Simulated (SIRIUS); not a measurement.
# Mo (Im-3m) in SIRIUS: further runs

The runs below take Mo through single point, with PBE.

Program: SIRIUS 7.10.0. These are calculated values, not measurements. Logs are shortened: lines on timing, memory, paths and dates and some standing lists are left out, and cuts for length are marked. The log counts tension as positive stress, the text compression.

**1. The crystal as given**

The structure is cubic, space group Im-3m (No. 229). The conventional cell has a = 3.168 Å, b = 3.168 Å, c = 3.168 Å, α = 90.00°, β = 90.00°, γ = 90.00°. Mo (site symmetry m-3m) has 8 Mo at 2.74 Å as nearest neighbours.

**2. Single point, PBE**

File sirius.json:

```json
{
  "control": {
    "processing_unit": "cpu",
    "verbosity": 2,
    "num_bands_to_print": 14,
    "print_forces": true,
    "print_stress": true
  },
  "parameters": {
    "electronic_structure_method": "pseudopotential",
    "xc_functionals": ["XC_GGA_X_PBE", "XC_GGA_C_PBE"],
    "gk_cutoff": 9.0,
    "pw_cutoff": 18.0,
    "ngridk": [12, 12, 12],
    "shiftk": [0, 0, 0],
    "smearing": "fermi_dirac",
    "smearing_width": 0.0018374661,
    "num_bands": 14,
    "num_mag_dims": 0,
    "num_dft_iter": 100,
    "energy_tol": 1e-08,
    "density_tol": 1e-06
  },
  "iterative_solver": {
    "type": "davidson",
    "min_tolerance": 1e-09,
    "tolerance_scale": [0.1, 0.25]
  },
  "mixer": {
    "type": "anderson",
    "beta": 0.7,
    "max_history": 8
  },
  "settings": {
    "tol_ne": 1e-10,
    "pseudo_grid_cutoff": 6.5
  },
  "unit_cell": {
    "lattice_vectors": [
      [-2.992965190616, 2.992965190616, 2.992965190616],
      [2.992965190616, -2.992965190616, 2.992965190616],
      [2.992965190616, 2.992965190616, -2.992965190616]
    ],
    "atom_coordinate_units": "lattice",
    "atom_types": ["Mo"],
    "atom_files": {
      "Mo": "Mo.json"
    },
    "atoms": {
      "Mo": [
        [0.0, 0.0, 0.0]
      ]
    }
  }
}
```

Potentials or basis: PseudoDojo 0.4.1 PBE standard (scalar relativistic).

Command:

```console
> upf_to_json Mo.upf
> OMP_NUM_THREADS=1 sirius.scf --input=sirius.json --output=out.json --task=0
```

The log of the run:

```text
[info] SIRIUS version : 7.10.0
[info] number of MPI ranks           : 1
[info] MPI grid                      : 1 1
[info] maximum number of OMP threads : 1
[fft] FFT context for density and potential
[fft] =====================================
[fft]   comm size                             : 1
[fft]   plane wave cutoff                     : 18
[fft]   grid size                             : 32 32 32   total : 32768
[fft]   grid limits                           : -15 16   -15 16   -15 16
[fft]   number of G-vectors within the cutoff : 5321
[fft]   local number of G-vectors             : 5321
[fft]   number of G-shells                    : 300
[fft] FFT context for coarse grid
[fft] =====================================
[fft]   comm size                             : 1
[fft]   plane wave cutoff                     : 18
[fft]   grid size                             : 32 32 32   total : 32768
[fft]   grid limits                           : -15 16   -15 16   -15 16
[fft]   number of G-vectors within the cutoff : 5321
[fft]   local number of G-vectors             : 5321
[fft]   number of G-shells                    : 300
[unit cell] lattice vectors
[unit cell]   a1 :      -2.9929651906      2.9929651906      2.9929651906
[unit cell]   a2 :       2.9929651906     -2.9929651906      2.9929651906
[unit cell]   a3 :       2.9929651906      2.9929651906     -2.9929651906
[unit cell] reciprocal lattice vectors
[unit cell]   b1 :      -0.0000000000      1.0496589347      1.0496589347
[unit cell]   b2 :       1.0496589347     -0.0000000000      1.0496589347
[unit cell]   b3 :       1.0496589347      1.0496589347     -0.0000000000
[unit cell] unit cell volume :       107.24202078 [a.u.^3]
[unit cell] 1/sqrt(omega)    :         0.09656450
[unit cell] MT volume        :         0.00000000 ( 0.00%)
[unit cell] IT volume        :       107.24202078 (100.00%)
[unit cell] number of atom types : 1
[unit cell] type id : 0 symbol : Mo mt_radius :  16.390000 num_atoms : 1
[unit cell] total number of atoms : 1
[unit cell] number of symmetry classes : 1
[unit cell] number of PAW atoms : 0
[unit cell] atom id  type id  class id             position                      vector_field
[unit cell] ------------------------------------------------------------------------------------------
[unit cell]      0        0        0      0.00000   0.00000   0.00000      0.00000   0.00000   0.00000
[unit cell] atom id         position (Cartesian, a.u.)
[unit cell] ---------------------------------------------
[unit cell]      0       0.000000    0.000000    0.000000
[unit cell] class id : 0 atom id : 0
[unit cell] minimum bond length:     5.183968
[unit cell] total number of pseudo wave-functions: 10
[sym] space group number   : 229
[sym] international symbol : Im-3m
[sym] Hall symbol          : -I 4 2 3
[sym] space group transformation matrix :
[sym]  -0.5000  0.5000  0.5000
[sym]   0.5000 -0.5000  0.5000
[sym]   0.5000  0.5000 -0.5000
[sym] space group origin shift :
[sym]   0.0000  0.0000  0.0000
[sym] number of space group operations  : 48
[sym] number of magnetic group operations : 48
[sym] metric tensor error: 3.5527e-15
[sym] rotation matrix error: 3.3307e-16
[sym] symmetry operations
[... list of symmetry operations ...]
[atom type] label          : Mo
[atom type] --------------------------------------------------------------------------------
[atom type] symbol         : Mo
[atom type] name           :
[atom type] zn             : 14
[atom type] mass           : 0
[atom type] mt_radius      : 16.39
[atom type] num_mt_points  : 1640
[atom type] grid_origin    : 0
[atom type] grid_name      : external
[... 142 lines left out ...]
[find] <mag|B^{XC}>                   :       0.00000000
[find] <rho|V^{H}>                    :      18.04937229
[find] one-electron contribution      :      -9.58703632 (Ha),     -19.17407263 (Ry)
[find] hartree contribution           :       9.02468614
[find] xc contribution                :     -10.30838066
[find] ewald contribution             :     -59.58052556
[find] PAW contribution               :       0.00000000
[find] smearing (-TS)                 :      -0.00009376
[find] SCF correction                 :       0.17300113
[find] Total energy                   :     -70.27825526 (Ha),    -140.55651052 (Ry)
[find] Free energy (E-TS)             :     -70.27834902 (Ha),    -140.55669803 (Ry)
[find] band gap (eV)                  :       0.00000000
[find] Efermi                         :       0.76282650
[find] iteration : 1, RMS : 4.337349641714e-03, energy difference : -1.199705576370e-02
[find] Hartree energy of density residual : 4.222147429437e-04
[find] | SCF iteration   2 out of 100|
[diagonalize] iterative solver tolerance (occupied, empty): 0.000380318 0.000380318
[diagonalize] average number of iterations: 1.68056
[... levels, occupations and energy terms ...]
[find] Total energy                   :     -70.27907477 (Ha),    -140.55814954 (Ry)
[find] Free energy (E-TS)             :     -70.27916804 (Ha),    -140.55833608 (Ry)
[find] band gap (eV)                  :       0.00000000
[find] Efermi                         :       0.77008462
[find] iteration : 2, RMS : 1.141586235903e-03, energy difference : -8.195113981202e-04
[find] Hartree energy of density residual : 5.096373145700e-06
[find] | SCF iteration   3 out of 100|
[diagonalize] iterative solver tolerance (occupied, empty): 9.50795e-05 9.50795e-05
[diagonalize] average number of iterations: 1.84722
[find] Total energy                   :     -70.27909837 (Ha),    -140.55819674 (Ry)
[find] Free energy (E-TS)             :     -70.27919211 (Ha),    -140.55838421 (Ry)
[find] band gap (eV)                  :       0.00000000
[find] Efermi                         :       0.76876458
[find] iteration : 3, RMS : 1.051300681380e-04, energy difference : -2.359903361082e-05
[find] Hartree energy of density residual : 5.263589229857e-08
[find] | SCF iteration   4 out of 100|
[diagonalize] iterative solver tolerance (occupied, empty): 1.0513e-05 1.0513e-05
[... 38 lines left out ...]
[find] Free energy (E-TS)             :     -70.27919396 (Ha),    -140.55838792 (Ry)
[find] band gap (eV)                  :       0.00000000
[find] Efermi                         :       0.76884363
[find] iteration : 8, RMS : 9.531745841857e-08, energy difference : -6.752429726475e-10
[find] Hartree energy of density residual : 5.977804742183e-13
[find] | SCF iteration   9 out of 100|
[diagonalize] iterative solver tolerance (occupied, empty): 6.24637e-09 6.24637e-09
[diagonalize] average number of iterations: 1.72222
[find] Total energy                   :     -70.27910025 (Ha),    -140.55820050 (Ry)
[find] Free energy (E-TS)             :     -70.27919396 (Ha),    -140.55838792 (Ry)
[find] band gap (eV)                  :       0.00000000
[find] Efermi                         :       0.76884357
[find] iteration : 9, RMS : 2.203591094707e-08, energy difference : -7.878497854108e-11
[find] Hartree energy of density residual : 4.876549153956e-15
[find] bands are converged : true
[find] iterative solver converged : false
[find] +------------------------------+
[find] | SCF iteration  10 out of 100|
[find] +------------------------------+
[diagonalize] iterative solver tolerance (occupied, empty): 1.56159e-09 1.56159e-09
[diagonalize] average number of iterations: 2.26389
[diagonalize] Lowest band energies
[diagonalize] ik:    0   -1.481993   -0.500767   -0.500767   -0.500767    0.506708    0.721561    0.721561    0.721561    0.830243    0.830243    1.318081    1.318081    1.318081    1.728467
[diagonalize] ik:    1   -1.481397   -0.504253   -0.501847   -0.500791    0.517660    0.715473    0.720428    0.731906    0.821829    0.830470    1.325723    1.336449    1.337995    1.656785
[diagonalize] ik:    2   -1.479760   -0.513600   -0.504771   -0.500858    0.546676    0.699973    0.715080    0.761963    0.809926    0.831944    1.335793    1.372280    1.388255    1.584248
[diagonalize] ik:    3   -1.477503   -0.525980   -0.508700   -0.500953    0.578539    0.680972    0.713918    0.808521    0.811313    0.836081    1.314675    1.358408    1.465651    1.583456
[diagonalize] ik:    4   -1.475220   -0.537959   -0.512560   -0.501050    0.588560    0.663911    0.743907    0.822797    0.843015    0.864890    1.267114    1.290907    1.530547    1.558348
[diagonalize] ...
[diagonalize] ik:   67   -1.468130   -0.538350   -0.530086   -0.526477    0.598748    0.609522    0.807807    0.824880    0.919742    1.078771    1.136998    1.209029    1.461232    1.488494
[diagonalize] ik:   68   -1.467755   -0.536381   -0.533131   -0.527411    0.594812    0.600053    0.813273    0.866823    0.902906    1.077957    1.161978    1.167102    1.474742    1.496727
[diagonalize] ik:   69   -1.467394   -0.534501   -0.532150   -0.532150    0.586941    0.593324    0.864399    0.864399    0.895424    1.045240    1.172929    1.172929    1.458751    1.506962
[diagonalize] ik:   70   -1.466947   -0.535519   -0.533307   -0.532351    0.581840    0.583914    0.875938    0.883111    0.914994    1.095587    1.113820    1.138163    1.496782    1.507132
[diagonalize] ik:   71   -1.466513   -0.534474   -0.534474   -0.534474    0.575193    0.575193    0.913282    0.913282    0.913282    1.099842    1.099842    1.099842    1.481549    1.518316
[find] Charges and magnetic moments
[find] --------------------------------------------------------------------------------
[find] total charge          : 14.000000
[find] Energy
[find] --------------------------------------------------------------------------------
[find] valence_eval_sum               :      -2.08414851
[find] <rho|V^{XC}>                   :     -10.68928838
[find] <rho|E^{XC}>                   :     -10.30533621
[find] <mag|B^{XC}>                   :       0.00000000
[find] <rho|V^{H}>                    :      17.99675705
[find] one-electron contribution      :      -9.39161718 (Ha),     -18.78323436 (Ry)
[find] hartree contribution           :       8.99837852
[find] xc contribution                :     -10.30533621
[find] ewald contribution             :     -59.58052556
[find] PAW contribution               :       0.00000000
[find] smearing (-TS)                 :      -0.00009371
[find] SCF correction                 :       0.00000017
[find] Total energy                   :     -70.27910025 (Ha),    -140.55820050 (Ry)
[find] Free energy (E-TS)             :     -70.27919396 (Ha),    -140.55838792 (Ry)
[find] band gap (eV)                  :       0.00000000
[find] Efermi                         :       0.76884362
[find] iteration : 10, RMS : 1.692453648265e-08, energy difference : -3.856825969706e-11
[find] Hartree energy of density residual : 3.134601312092e-14
[find] bands are converged : true
[find] iterative solver converged : true
[find] converged after 11 SCF iterations!
[find] Charges and magnetic moments
[find] --------------------------------------------------------------------------------
[find] total charge          : 14.000000
[find] Energy
[find] --------------------------------------------------------------------------------
[find] valence_eval_sum               :      -2.08414851
[find] <rho|V^{XC}>                   :     -10.68928838
[find] <rho|E^{XC}>                   :     -10.30533621
[find] <mag|B^{XC}>                   :       0.00000000
[find] <rho|V^{H}>                    :      17.99675705
[find] one-electron contribution      :      -9.39161718 (Ha),     -18.78323436 (Ry)
[find] hartree contribution           :       8.99837852
[find] xc contribution                :     -10.30533621
[find] ewald contribution             :     -59.58052556
[find] PAW contribution               :       0.00000000
[find] smearing (-TS)                 :      -0.00009371
[find] SCF correction                 :       0.00000017
[find] Total energy                   :     -70.27910025 (Ha),    -140.55820050 (Ry)
[find] Free energy (E-TS)             :     -70.27919396 (Ha),    -140.55838792 (Ry)
[find] band gap (eV)                  :       0.00000000
[find] Efermi                         :       0.76884362
[ground_state] === stress tensor components [kbar] ===
[ground_state] === stress_kin ===
[ground_state] -40646.472426   -0.000000    0.000000
[ground_state]    -0.000000-40646.472426    0.000000
[ground_state]     0.000000    0.000000-40646.472426
[ground_state] === stress_har ===
[ground_state] -8228.783198   -0.000000    0.000000
[ground_state]    -0.000000-8228.783198    0.000000
[ground_state]     0.000000    0.000000-8228.783198
[ground_state] === stress_ewald ===
[ground_state] 54484.841501    0.000000   -0.000000
[ground_state]     0.00000054484.841501   -0.000000
[ground_state]    -0.000000   -0.00000054484.841501
[ground_state] === stress_vloc ===
[ground_state] 18128.580068    0.000000   -0.000000
[ground_state]     0.00000018128.580068   -0.000000
[ground_state]    -0.000000   -0.00000018128.580068
[ground_state] === stress_xc ===
[ground_state]  1294.140210    0.000000   -0.000000
[ground_state]     0.000000 1294.140210   -0.000000
[ground_state]    -0.000000   -0.000000 1294.140210
[ground_state] === stress_core ===
[ground_state]  7051.924478    0.000000   -0.000000
[ground_state]     0.000000 7051.924478   -0.000000
[ground_state]    -0.000000   -0.000000 7051.924478
[ground_state] === stress_nonloc ===
[ground_state] -32067.867457   -0.000000    0.000000
[ground_state]    -0.000000-32067.867457    0.000000
[ground_state]     0.000000    0.000000-32067.867457
[ground_state] === stress_us_nl ===
[ground_state] -32067.867457   -0.000000    0.000000
[ground_state]    -0.000000-32067.867457    0.000000
[ground_state]     0.000000    0.000000-32067.867457
[ground_state] === stress_total ===
[ground_state]    16.363177   -0.000000   -0.000000
[ground_state]    -0.000000   16.363177   -0.000000
[ground_state]    -0.000000   -0.000000   16.363177
[ground_state] ==== total Forces in Ha/bohr =====
[ground_state] atom:    0, force:       0.0000000      0.0000000      0.0000000
[... 8 lines left out ...]
[ground_state] ==== Ewald forces from ions =====
[ground_state] atom:    0, force:       0.0000000      0.0000000      0.0000000
[~DFT_ground_state] local op. applied: 24673
[~DFT_ground_state] evp. work count: 7168.16
[~DFT_ground_state] number of iterative solver steps: 1874
```

Wall time 19 s (1 thread of Arm Neoverse V1, shared host); peak memory 0.28 GiB.

What came out:

| Quantity | Value |
| --- | --- |
| Free energy | -1912.3943 eV |
| Pressure | -1.6 GPa |
| Band gap on the k mesh | none (metal or under the smearing width) |

**3. Single point, PBE**

Edit sirius.json of step 2 so:

```diff
@@ -11,4 +11,4 @@
     "xc_functionals": ["XC_GGA_X_PBE", "XC_GGA_C_PBE"],
-    "gk_cutoff": 9.0,
-    "pw_cutoff": 18.0,
+    "gk_cutoff": 6.4,
+    "pw_cutoff": 20.0,
     "ngridk": [12, 12, 12],
@@ -34,4 +34,3 @@
   "settings": {
-    "tol_ne": 1e-10,
-    "pseudo_grid_cutoff": 6.5
+    "tol_ne": 1e-10
   },
```

Potentials or basis: JTH 2.0 PBE (PAW).

Command:

```console
> upf_to_json Mo.GGA_PBE-JTH.UPF
> OMP_NUM_THREADS=1 sirius.scf --input=sirius.json --output=out.json --task=0
```

The log of the run:

```text
[info] SIRIUS version : 7.10.0
[info] number of MPI ranks           : 1
[info] MPI grid                      : 1 1
[info] maximum number of OMP threads : 1
[fft] FFT context for density and potential
[fft] =====================================
[fft]   comm size                             : 1
[fft]   plane wave cutoff                     : 20
[fft]   grid size                             : 36 36 36   total : 46656
[fft]   grid limits                           : -17 18   -17 18   -17 18
[fft]   number of G-vectors within the cutoff : 7290
[fft]   local number of G-vectors             : 7290
[fft]   number of G-shells                    : 400
[fft] FFT context for coarse grid
[fft] =====================================
[fft]   comm size                             : 1
[fft]   plane wave cutoff                     : 12.8
[fft]   grid size                             : 24 24 24   total : 13824
[fft]   grid limits                           : -11 12   -11 12   -11 12
[fft]   number of G-vectors within the cutoff : 1903
[fft]   local number of G-vectors             : 1903
[fft]   number of G-shells                    : 121
[unit cell] lattice vectors
[unit cell]   a1 :      -2.9929651906      2.9929651906      2.9929651906
[unit cell]   a2 :       2.9929651906     -2.9929651906      2.9929651906
[unit cell]   a3 :       2.9929651906      2.9929651906     -2.9929651906
[unit cell] reciprocal lattice vectors
[unit cell]   b1 :      -0.0000000000      1.0496589347      1.0496589347
[unit cell]   b2 :       1.0496589347     -0.0000000000      1.0496589347
[unit cell]   b3 :       1.0496589347      1.0496589347     -0.0000000000
[unit cell] unit cell volume :       107.24202078 [a.u.^3]
[unit cell] 1/sqrt(omega)    :         0.09656450
[unit cell] MT volume        :         0.00000000 ( 0.00%)
[unit cell] IT volume        :       107.24202078 (100.00%)
[unit cell] number of atom types : 1
[... 406 lines left out ...]
[ground_state]     0.000000    0.000000-9437.921740
[ground_state] === stress_ewald ===
[ground_state] 54484.841501    0.000000   -0.000000
[ground_state]     0.00000054484.841501   -0.000000
[ground_state]    -0.000000   -0.00000054484.841501
[ground_state] === stress_vloc ===
[ground_state] -18764.809046   -0.000000    0.000000
[ground_state]    -0.000000-18764.809046    0.000000
[ground_state]     0.000000    0.000000-18764.809046
[ground_state] === stress_xc ===
[ground_state]  6820.537163    0.000000   -0.000000
[ground_state]     0.000000 6820.537163   -0.000000
[ground_state]    -0.000000   -0.000000 6820.537163
[ground_state] === stress_core ===
[ground_state]     1.182197    0.000000   -0.000000
[ground_state]     0.000000    1.182197   -0.000000
[ground_state]    -0.000000   -0.000000    1.182197
[ground_state] === stress_nonloc ===
[ground_state] -3912.655177   -0.000000    0.000000
[ground_state]    -0.000000-3912.655177    0.000000
[ground_state]     0.000000    0.000000-3912.655177
[ground_state] === stress_us ===
[ground_state] -11581.933898   -0.000000    0.000000
[ground_state]    -0.000000-11581.933898    0.000000
[ground_state]     0.000000    0.000000-11581.933898
[ground_state] === stress_us_nl ===
[ground_state] -15494.589074   -0.000000    0.000000
[ground_state]    -0.000000-15494.589074    0.000000
[ground_state]     0.000000    0.000000-15494.589074
[ground_state] === stress_total ===
[ground_state]    15.882609   -0.000000    0.000000
[ground_state]    -0.000000   15.882609    0.000000
[ground_state]     0.000000    0.000000   15.882609
[ground_state] ==== total Forces in Ha/bohr =====
[ground_state] atom:    0, force:       0.0000000      0.0000000      0.0000000
[ground_state] ==== ultrasoft contribution from Qij =====
[ground_state] atom:    0, force:       0.0000000      0.0000000      0.0000000
[ground_state] ==== non-local contribution from Beta-projector =====
[ground_state] atom:    0, force:       0.0000000      0.0000000      0.0000000
[ground_state] ==== contribution from local potential =====
[ground_state] atom:    0, force:       0.0000000      0.0000000      0.0000000
[ground_state] ==== contribution from core density =====
[ground_state] atom:    0, force:       0.0000000      0.0000000      0.0000000
[ground_state] ==== Ewald forces from ions =====
[ground_state] atom:    0, force:       0.0000000      0.0000000      0.0000000
[~DFT_ground_state] local op. applied: 39996
[~DFT_ground_state] evp. work count: 12053.6
[~DFT_ground_state] number of iterative solver steps: 2641
```

It took 21 s on 1 thread of Arm Neoverse V1, shared host; peak memory 0.25 GiB.

Results:

- Free energy: -4951.2740 eV
- Pressure: -1.6 GPa
- Band gap on the k mesh: none (metal or under the smearing width)
